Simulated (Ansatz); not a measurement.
Crystal: Ti.

```
Ti
1.0
     2.95000    0.00000    0.00000
    -1.47500    2.55477    0.00000
     0.00000    0.00000    4.68000
Ti
2
Direct
  0.66667 0.33333 0.75000
  0.33333 0.66667 0.25000
```

* Program: Ansatz 0.2.0
* Task: relaxation of cell and atoms
* Functional: PBEsol
* Potentials or basis: all-electron LAPW, scalar-relativistic
* Basis error allowed: 0.001 eV/atom
* k mesh: 10 × 10 × 6
* Occupations: fermi-dirac, width 0.05 eV
* Spin: no spin polarisation

At the start: volume 17.64 Å³/atom.

Task: How do energy, volume and symmetry change on relaxing?

Result: Over 6 steps the energy falls by 17.0 meV/atom and the volume is 16.73 Å³/atom (-5.2 %); space group P6_3/mmc (No. 194, to 0.05 Å).

The path:
| step | energy change (eV) | largest force (eV/Å) | volume (Å³) |
| --- | --- | --- | --- |
| 1 | 0.0000 | 0.0000 | 35.27 |
| 2 | -0.0336 | 0.0000 | 33.59 |
| 3 | -0.0339 | 0.0000 | 33.44 |
| 4 | -0.0340 | 0.0000 | 33.45 |
| 5 | -0.0340 | 0.0000 | 33.45 |
| 6 | -0.0340 | 0.0000 | 33.45 |

Final structure:
```cif
data_structure
_symmetry_space_group_name_H-M 'P 1'
_symmetry_Int_Tables_number 1
_cell_length_a 2.9043
_cell_length_b 2.9043
_cell_length_c 4.5795
_cell_angle_alpha 90.000
_cell_angle_beta 90.000
_cell_angle_gamma 120.000
_cell_volume 33.45
loop_
_atom_site_label
_atom_site_type_symbol
_atom_site_fract_x
_atom_site_fract_y
_atom_site_fract_z
_atom_site_occupancy
Ti1 Ti 0.66667 0.33333 0.75000 1
Ti2 Ti 0.33333 0.66667 0.25000 1
```
